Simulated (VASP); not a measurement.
# Sb (I4/mmm) in VASP: single point with PBE

Aim: the single point of Sb with PBE.

Everything below comes from runs of VASP 6.6.1. Logs are shortened: lines on timing, memory, paths and dates and some standing lists are left out, and cuts for length are marked.

## Step 1: The crystal as given

The structure is tetragonal, space group I4/mmm (No. 139). Conventional cell: a = 3.010 Å, b = 3.010 Å, c = 4.960 Å, α = 90.00°, β = 90.00°, γ = 90.00°. Around Sb (site symmetry 4/mmm) lie 12 Sb at 3.01 to 3.27 Å.

This isn't the form of Sb at room conditions, which is rhombohedral.

## Step 2: Single point, PBE

INCAR

```
SYSTEM = Sb
ALGO = Fast ; EDIFF = 1E-6
ENCUT = 520 ; GGA = PE
ISIF = 2 ; ISMEAR = 1
ISYM = 0 ; LASPH = .True.
LCHARG = .True. ; LELF = .True.
LREAL = .False. ; LVHAR = .True.
LWAVE = .False. ; NBANDS = 8
NELM = 100 ; PREC = Accurate
SIGMA = 0.15
```

KPOINTS

```
k-points
0
Gamma
  13 13 15
  0 0 0
```

POSCAR

```
Sb
1.0
   -1.5050000000      1.5050000000      2.4800000000
    1.5050000000     -1.5050000000      2.4800000000
    1.5050000000      1.5050000000     -2.4800000000
Sb
1
Direct
    0.0000000000      0.0000000000      0.0000000000
```

Potentials or basis: VASP PAW PBE potentials, release 64 (Sb).

Command:

```sh
$ cat potpaw_PBE.64/Sb/POTCAR > POTCAR
$ mpirun -np 1 vasp_std > vasp.out
```

OUTCAR:

```text
SYSTEM = Sb
   EDIFF = 1E-6
   ENCUT = 520
   GGA = PE
   ISIF = 2
   ISMEAR = 1
   ISYM = 0
   LASPH = .True.
   LREAL = .False.
   NELM = 100
   PREC = Accurate

 ion  position               nearest neighbor table
   1  0.000  0.000  0.000-

IMPORTANT INFORMATION: All symmetrisations will be switched off!
NOSYMM: (Re-)initialisation of all symmetry stuff for point group C_1.

----------------------------------------------------------------------------------------

                                     Primitive cell

  volume of cell :      22.4690

  direct lattice vectors                    reciprocal lattice vectors
    -1.505000000  1.505000000  2.480000000     0.000000000  0.332225914  0.201612903
     1.505000000 -1.505000000  2.480000000     0.332225914  0.000000000  0.201612903
     1.505000000  1.505000000 -2.480000000     0.332225914  0.332225914  0.000000000

  length of vectors
     3.268095776  3.268095776  3.268095776     0.388615260  0.388615260  0.469838393

  position of ions in fractional coordinates (direct lattice)
     0.000000000  0.000000000  0.000000000

  ion indices of the primitive-cell ions
   primitive index   ion index
                 1           1

----------------------------------------------------------------------------------------

 KPOINTS: k-points

Automatic generation of k-mesh.
 Grid dimensions read from file:
 generate k-points for:   13   13   15

 Generating k-lattice:

  Cartesian coordinates                     Fractional coordinates (reciprocal lattice)
     0.000000000  0.025555840  0.015508685     0.076923077  0.000000000 -0.000000000
     0.025555840  0.000000000  0.015508685     0.000000000  0.076923077 -0.000000000
     0.022148394  0.022148394  0.000000000     0.000000000  0.000000000  0.066666667

  Length of vectors
     0.029893482  0.029893482  0.031322560

  Shift w.r.t. Gamma in fractional coordinates (k-lattice)
     0.000000000  0.000000000  0.000000000

 -----------------------------------------------------------------------------
|                                                                             |
|           W    W    AA    RRRRR   N    N  II  N    N   GGGG   !!!           |
|           W    W   A  A   R    R  NN   N  II  NN   N  G    G  !!!           |
|           W    W  A    A  R    R  N N  N  II  N N  N  G       !!!           |
|           W WW W  AAAAAA  RRRRR   N  N N  II  N  N N  G  GGG   !            |
|           WW  WW  A    A  R   R   N   NN  II  N   NN  G    G                |
|           W    W  A    A  R    R  N    N  II  N    N   GGGG   !!!           |
|                                                                             |
|     Your reciprocal lattice and k-lattice belong to different lattice       |
|     classes:                                                                |
|                                                                             |
|        The reciprocal lattice is body-centered tetragonal,                  |
|        whereas your k-lattice is base-centered monoclinic.                  |
|                                                                             |
|     Results are often still useful ...                                      |
|                                                                             |
 -----------------------------------------------------------------------------

 WARNING: IBZKPT: internal override: KBLOWUP is changed to .FALSE.
      ... skipping the blow-up phase ...

 Subroutine IBZKPT returns following result:
 ===========================================

 Found   1268 irreducible k-points:

 Following reciprocal coordinates:
            Coordinates               Weight
  0.000000  0.000000  0.000000      1.000000
  0.076923 -0.000000  0.000000      2.000000
  0.153846  0.000000  0.000000      2.000000
  0.230769  0.000000  0.000000      2.000000
  0.307692  0.000000  0.000000      2.000000
  0.384615  0.000000  0.000000      2.000000
[... 16 lines left out ...]
  0.153846  0.153846  0.000000      2.000000
  0.230769  0.153846  0.000000      2.000000
 [... further k-points ...]
   k-points           NKPTS =   1268   k-points in BZ     NKDIM =   1268   number of bands    NBANDS=      8
   number of dos      NEDOS =    301   number of ions     NIONS =      1
   total plane-waves  NPLWV =  13824
   dimension x,y,z NGX =    24 NGY =   24 NGZ =   24
   dimension x,y,z NGXF=    48 NGYF=   48 NGZF=   48
   ions per type =               1
   NGX,Y,Z   is equivalent  to a cutoff of  12.21, 12.21, 12.21 a.u.
   NGXF,Y,Z  is equivalent  to a cutoff of  24.42, 24.42, 24.42 a.u.
 SYSTEM =  Sb
   PREC   = accura    normal or accurate (medium, high low for compatibility)
   ISTART =      0    job   : 0-new  1-cont  2-samecut
   ICHARG =      2    charge: 1-file 2-atom 10-const
   ISPIN  =      1    spin polarized calculation?
   LNONCOLLINEAR =      F non collinear calculations
   LSORBIT =      F    spin-orbit coupling
   LASPH  =      T    aspherical Exc in radial PAW
   ENCUT  =  520.0 eV  38.22 Ry    6.18 a.u.   6.08  6.08  6.08*2*pi/ulx,y,z
   NELM   =    100;   NELMIN=  2; NELMDL= -5     # of ELM steps
   EDIFF  = 0.1E-05   stopping-criterion for ELM
   LREAL  =      F    real-space projection
   EDIFFG = 0.1E-04   stopping-criterion for IOM
   NSW    =      0    number of steps for IOM
   IBRION =     -1    ionic relax: 0-MD 1-quasi-New 2-CG
   NFREE  =      0    steps in history (QN), initial steepest desc. (CG)
   ISIF   =      2    stress and relaxation
   ISYM   =      0    0-nonsym 1-usesym 2-fastsym
   POTIM  = 0.5000    time-step for ionic-motion
   TEBEG  =    0.0;   TEEND  =   0.0 temperature during run
   PSTRESS=    0.0 pullay stress
   NELECT =       5.0000    total number of electrons
   NUPDOWN=      -1.0000    fix difference up-down
   EMIN   =  10.00;   EMAX   =-10.00  energy-range for DOS
   EFERMI =   0.00;   METHOD = LEGACY
   ISMEAR =     1;   SIGMA  =   0.15  broadening in eV -4-tet -1-fermi 0-gaus
   EFERMI_NEDOS =   21; number of points for ismear=-14 and -15
   IALGO  =     68    algorithm
   IMIX   =      4    mixing-type and parameters
     AMIX     =   0.40;   BMIX     =  1.00
     AMIX_MAG =   1.60;   BMIX_MAG =  1.00
  volume/ion in A,a.u.               =      22.47       151.63
  Fermi-wavevector in a.u.,A,eV,Ry     =   0.992057  1.874716 13.390541  0.984177
  Thomas-Fermi vector in A             =   2.123842
   LORBIT       =      0    0 simple, 1 ext, 2 COOP (PROOUT), +10 PAW based schemes
   GGA     = PE    functional components
   LHFCALC =     F    Hartree Fock is set to
   AEXX    =    0.0000 exact exchange contribution
   IVDW    =     0    specifies the selected vdW correction
   LEPSILON=     F    determine dielectric tensor
   LRPA    =     F    only Hartree local field effects (RPA)
 non-spin polarized calculation
 RMM-DIIS sequential band-by-band and
 Methfessel and Paxton  Order N= 1 SIGMA  =   0.15
  energy-cutoff  :      520.00
  volume of cell :       22.47
 maximum number of plane-waves:       631
   NGX = 13   NGY = 13   NGZ = 13

 number of electron       5.0000000 magnetization

 Free energy of the ion-electron system (eV)
  ---------------------------------------------------
  ext. energy  EPLUGINS =         0.00000000
  ---------------------------------------------------
  free energy    TOTEN  =        -3.58554258 eV

  energy without entropy =       -3.58512786  energy(sigma->0) =       -3.58540434

 E-fermi :  11.1151     XC(G=0): -11.0386

 val. band max:       11.1065046505   @ k =  -0.0769   0.3846   0.2000
 cond. band min:      11.1164147184   @ k =  -0.0769   0.0000   0.4000
 fundamental gap:      0.0099100679
 Fermi energy:        11.1150880512

 k-point     1 :       0.0000    0.0000    0.0000
  band No.  band energies     occupation
      1      -3.4160      2.00000
      2      17.6086      0.00000
      3      17.8758      0.00000
      4      17.8787      0.00000
      5      21.2026      0.00000
      6      21.5384      0.00000
      7      22.2368      0.00000
      8      22.2387      0.00000

 k-point     2 :       0.0769   -0.0000    0.0000
  band No.  band energies     occupation
      1      -3.2763      2.00000
      2      16.4088      0.00000
      3      17.2748      0.00000
      4      17.7954      0.00000
      5      20.6202      0.00000
      6      21.5920      0.00000
      7      22.4928      0.00000
      8      22.5022      0.00000

 k-point     3 :       0.1538    0.0000    0.0000
  band No.  band energies     occupation
      1      -2.8577      2.00000
      2      13.7908     -0.00000
      3      16.4114      0.00000
      4      17.6161      0.00000
      5      19.9784      0.00000
      6      21.1185      0.00000
      7      23.1972      0.00000
      8      23.3840      0.00000

 k-point     4 :       0.2308    0.0000    0.0000
  band No.  band energies     occupation
      1      -2.1622      2.00000
      2      11.0550      1.62168
      3      15.4964      0.00000
      4      17.4477      0.00000
      5      19.3448      0.00000
      6      20.8163      0.00000
      7      23.8665      0.00000
      8      24.7143      0.00000

 k-point     5 :       0.3077    0.0000    0.0000
  band No.  band energies     occupation
      1      -1.1985      2.00000
      2       8.4730      2.00000
      3      14.7150      0.00000
      4      17.3486      0.00000
      5      18.8036      0.00000
      6      20.7860      0.00000
      7      23.2684      0.00000
      8      23.9295      0.00000
[... 177 lines left out ...]
 k-point    22 :       0.0769    0.1538    0.0000
  band No.  band energies     occupation
      1      -2.5693      2.00000
      2      13.1370     -0.00000
      3      15.2657      0.00000
      4      16.7622      0.00000
      5      20.1545      0.00000
      6      21.0584      0.00000
      7      22.6608      0.00000
      8      24.3788      0.00000

 k-point    23 :       0.1538    0.1538    0.0000
  band No.  band energies     occupation
      1      -2.0038      2.00000
      2      12.4549     -0.00000
      3      12.9948     -0.00000
      4      15.8842      0.00000
      5      20.6992      0.00000
      6      21.0205      0.00000
      7      23.0559      0.00000
      8      23.1489      0.00000

 k-point    24 :       0.2308    0.1538    0.0000
  band No.  band energies     occupation
      1      -1.1668      2.00000
      2      10.0949      2.00000
      3      12.5141     -0.00000
      4      15.0323      0.00000
      5      20.1221      0.00000
      6      21.2016      0.00000
      7      22.7674      0.00000
      8      23.7845      0.00000

 [... further k-points ...]

------------------------ aborting loop because EDIFF is reached ----------------------------------------

  FORCE on cell =-STRESS in cart. coord.  units (eV):
  Direction    XX          YY          ZZ          XY          YZ          ZX
  --------------------------------------------------------------------------------------
  -------------------------------------------------------------------------------------
  Total        2.8295958      2.8295952      2.4469349      0.0249214     -0.0233347     -0.0233349
  in kB      201.7670784    201.7670392    174.4810731      1.7770423     -1.6639008     -1.6639206
  external PRESSURE =     192.6717302 kB  Pullay stress =       0.0000000 kB

 VOLUME and BASIS-vectors are now :
 -----------------------------------------------------------------------------
  energy-cutoff  :      520.00
  volume of cell :       22.47
      direct lattice vectors                 reciprocal lattice vectors
    -1.505000000  1.505000000  2.480000000     0.000000000  0.332225914  0.201612903
     1.505000000 -1.505000000  2.480000000     0.332225914  0.000000000  0.201612903
     1.505000000  1.505000000 -2.480000000     0.332225914  0.332225914  0.000000000

 POSITION                                       TOTAL-FORCE (eV/Angst)
 -----------------------------------------------------------------------------------
      0.00000      0.00000      0.00000        -0.000000     -0.000000      0.000000
 -----------------------------------------------------------------------------------
    total drift:                               -0.000000     -0.000000      0.000000

  FREE ENERGIE OF THE ION-ELECTRON SYSTEM (eV)
  ---------------------------------------------------
  free  energy   TOTEN  =        -3.5855425825 eV

  energy  without entropy=       -3.5851278611  energy(sigma->0) =       -3.58540434
```

Wall time 76 s (1 thread of Intel Xeon Platinum 8375C at 2.90GHz (Ice Lake), shared host); peak memory 0.34 GiB.

What came out:

* Free energy: -3.5855 eV
* Pressure: 19.3 GPa
* Band gap on the k mesh: none (metal or under the smearing width)

Stress tensor (GPa, compression positive):
```
20.18  0.18 -0.17
 0.18 20.18 -0.17
-0.17 -0.17 17.45
```

Caveat: so large a pressure means that the cell lies far from this level's equilibrium, or that cutoff or potentials fall short. Spin-orbit coupling is left out, which matters for the levels of Sb.
